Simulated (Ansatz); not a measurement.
Rocksalt NaF, relaxed with r2SCAN in Ansatz 0.2.0. It is cubic, Fm-3m (No. 225); a = 4.594 Å in the conventional setting, 12.12 Å³ an atom. Around Na lie 6 F at 2.30 Å; around F lie 6 Na at 2.30 Å.

The axes x, y and z are those of this cell:
```
CELL_PARAMETERS angstrom
0.00000 2.29717 2.29717
2.29717 0.00000 2.29717
2.29717 2.29717 0.00000
ATOMIC_POSITIONS crystal
Na 0.00000 0.00000 0.00000
F 0.50000 0.50000 0.50000
```

Unstrained: PBE gives a direct gap of 6.456 eV at Γ. r2SCAN gives a direct gap of 7.282 eV at Γ. The HSE06 gap is direct at Γ: 8.635 eV. Meshes: PBE 10×10×10, r2SCAN 10×10×10, HSE06 6×6×6. Strains are changes of length per length. After each strain the atoms were relaxed again with r2SCAN within the symmetry that the strain leaves, so tilts or polar shifts that break it weren't tested; points keep the names that they have in the unstrained zone. Spin-unpolarised throughout; all numbers are computed.

Question: Estimate what biaxial +1.22 % in x and y, z held does to the gap.

Answer: PBE: the gap goes from 6.456 to 6.323 eV (-0.133 eV). r2SCAN: the gap goes from 7.282 to 7.142 eV (-0.140 eV). HSE06: the gap goes from 8.635 to 8.487 eV (-0.148 eV). The r2SCAN energy rises by 1.5 meV an atom.

Question: Apply uniaxial -4.88 % along [111], other directions held. How far does the gap move, against the unstrained cell?

Answer: PBE: the gap goes from 6.456 to 6.644 eV (+0.188 eV); with r2SCAN the top three valence levels at Γ, degenerate before, become 1+2 from the top over 133 meV. r2SCAN: the gap goes from 7.282 to 7.478 eV (+0.196 eV). HSE06: the gap goes from 8.635 to 8.850 eV (+0.215 eV). The r2SCAN energy rises by 8.6 meV an atom.

Question: Estimate what uniaxial -2.28 % along z, other directions held does to the gap.

Answer: PBE: the gap goes from 6.456 to 6.586 eV (+0.130 eV). r2SCAN: the gap goes from 7.282 to 7.413 eV (+0.131 eV). HSE06: the gap goes from 8.635 to 8.776 eV (+0.141 eV). The r2SCAN energy rises by 2.6 meV an atom.

The meshes of the hybrids are coarse, so their gaps aren't converged to the digits shown.

The splittings at Γ are without spin-orbit coupling, which regroups them where it is of like size or larger.
